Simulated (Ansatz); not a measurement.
input.yaml (Ansatz)

```yaml
crystal:
  lattice:
    - [-1.1490750354, 1.1490750354, 1.1490750354]
    - [1.1490750354, -1.1490750354, 1.1490750354]
    - [1.1490750354, 1.1490750354, -1.1490750354]
  atoms:
    - { symbol: B, position: [0.0, 0.0, 0.0] }
hamiltonian:
  xc: pbesol
  pseudopotentials:
    kind: paw
    azcp:
      B: "pseudopotentials/B.paw.azcp"
basis:
  ecutwfc: 420
  fft_grid_basis: typed
kpoints:
  mp_grid: { grid: [31, 31, 31], shift: [0, 0, 0] }
magnetization:
  spin_polarized: false
scf:
  occupations: { method: fermi_dirac, width: 0.1 }
output:
  write_density: true
  write_potential: true
  elf: true
  volumetric_format: npy
```

Output

```
Warning: the record states the generating functional pbe (its physics header spells it `PBE`), which answers neither for hamiltonian.xc's functional nor for the pbesol family's — results may be inconsistent (PPs are generated against a specific XC)
Engine: ansatz 0.2.0, aarch64-unknown-linux-gnu
Pseudopotentials: kind: paw
Pseudopotential: B, paw, valence charge 3, recommended cutoff 420 eV (normal) 
Functional definition: PBEsol
  exchange = pbesol_x
  correlation = pbesol_c
Crystal: 1 atoms, lattice volume = 6.069 Å³
Basis set: ecut = 420 eV, 135 PW (Γ)
Bands: 6, of which v1, the nominal top of the filled ones, is band 2 counted from 1 (1 counted from 0)
Symmetry: 48 space group operations
Space group: Im-3m (ITA 229), of the structure as read, at distance tolerance 1.8e-5 Å
k-points: 816 of 29791
Non-local potential: B, projectors of the file, l = 0: 2, l = 1: 2, l = 2: 1
PAW form: soft (Blöchl's): semilocal exchange-correlation on the pseudo side does not see the compensation charge
PAW frozen core: B, regenerated for the run's functional, and the local potential with it (the file was generated under x = pbe(κ = 0.804, μ = 0.2195149727645171), c = pbe(β = 0.06672455060314922))
PAW one-centre angular grid: B, 110 points (default); XC on 64 Gauss nodes
Initial density: superposition of atomic densities (neutral atoms: chi_scale 0, normalization atom), corrected by the library's trained network
Initial wavefunctions: pseudopotential atomic-orbital guess
Functional: x = pbesol(κ = 0.804, μ = 0.12345679012345678), c = pbesol(β = 0.046)
SCF iter   1: F=—  HF=-151.023941 eV  |F-HF|=—  |Δ(HF+E_count)|=         —  Δρ=4.76e-3  dr2=7.32e-4  ethr=1.77e-3  ⟨swp⟩=4.5  Hψ=36421  notcnv=0
SCF iter   2: F=—  HF=-151.023708 eV  |F-HF|=—  |Δ(HF+E_count)|=   2.33e-4  Δρ=2.26e-3  dr2=1.61e-4  ethr=2.44e-5  ⟨swp⟩=1.0  Hψ=11424  notcnv=0
SCF iter   3: F=—  HF=-151.023659 eV  |F-HF|=—  |Δ(HF+E_count)|=   4.87e-5  Δρ=8.30e-5  dr2=2.13e-7  ethr=5.35e-6  ⟨swp⟩=1.7  Hψ=5401  notcnv=0
SCF iter   4: F=—  HF=-151.023659 eV  |F-HF|=—  |Δ(HF+E_count)|=   2.52e-7  Δρ=1.90e-5  dr2=9.99e-9  ethr=7.09e-9  ⟨swp⟩=2.2  Hψ=5881  notcnv=0
iter 5 did not close the SCF: its close was put off for the readings that it lacked (scf_convergence_deferred on its scf_iter line)
SCF iter   5: F=-151.023659 eV  HF=-151.023659 eV  |F-HF|=1.78e-11  |Δ(HF+E_count)|=   1.58e-9  Δρ=1.92e-6  dr2=9.86e-11  ethr=3.33e-10  ⟨swp⟩=1.0  Hψ=4652  notcnv=0
SCF iter   6: F=-151.023659 eV  HF=-151.023659 eV  |F-HF|=5.68e-14  |Δ(HF+E_count)|=  4.52e-12  Δρ=1.14e-7  dr2=3.00e-13  ethr=3.29e-12  ⟨swp⟩=1.6  Hψ=15220  notcnv=0
SCF 1 converged in 6 iterations: F = -151.023659 eV  dr2 = 3.00e-13
SCF converged after 6 iterations
Free energy (F): -151.023659 eV
Harris-Foulkes:  -151.023659 eV  (|F-HF|=5.68e-14)
Internal energy: -151.016866 eV  (E = F + TS)
E sigma→0 (E₀):  -151.020262 eV
Entropy (-TS):   -0.006793 eV (-6.793 meV/atom)
Fermi energy:    13.910277 eV
--- Per-component energies (eV) ---
  E_band       = 18.342880
  E_kinetic    = 47.823583
  E_local      = -0.704316  (includes V_loc(G=0)·N_el)
  E_nonlocal   = 11.671637
  E_hartree    = 0.196936
  E_xc         = -32.190892
  E_vxc        = -38.396769  (∫ρ·V_xc dr)
  E_paw        = -75.217069  (= ΣΔE_a)
  E_vpaw       = -2.445127  (= ΣTr[D̂ρ^β])
  E_aug_tail   = -0.000002  (compensation charges beyond the density's cutoff)
  E_ewald      = -102.611455
  E_core_change = 0.014711  (= ΣΔE_core)
  E_smearing   = -0.006793  (= −TS)
  E_closure    = 0.000000  (closes the sum)
  Σ components = -151.023659   (vs F -151.023659, Δ=0.00e0)
--- Band table (eV; the first three rows and the last of 816) ---
  k-point 0: bands = ["-4.8749", "29.6176", "29.6176", "29.6176", "47.8402", "47.8402"]
  k-point 1: bands = ["-4.8276", "29.4620", "29.4961", "29.5881", "47.3356", "47.4009"]
  k-point 2: bands = ["-4.6854", "28.9913", "29.1510", "29.5003", "46.0216", "46.2231"]
  k-point 815: bands = ["14.0844", "14.3226", "14.3226", "24.1426", "24.3494", "25.5804"]
```
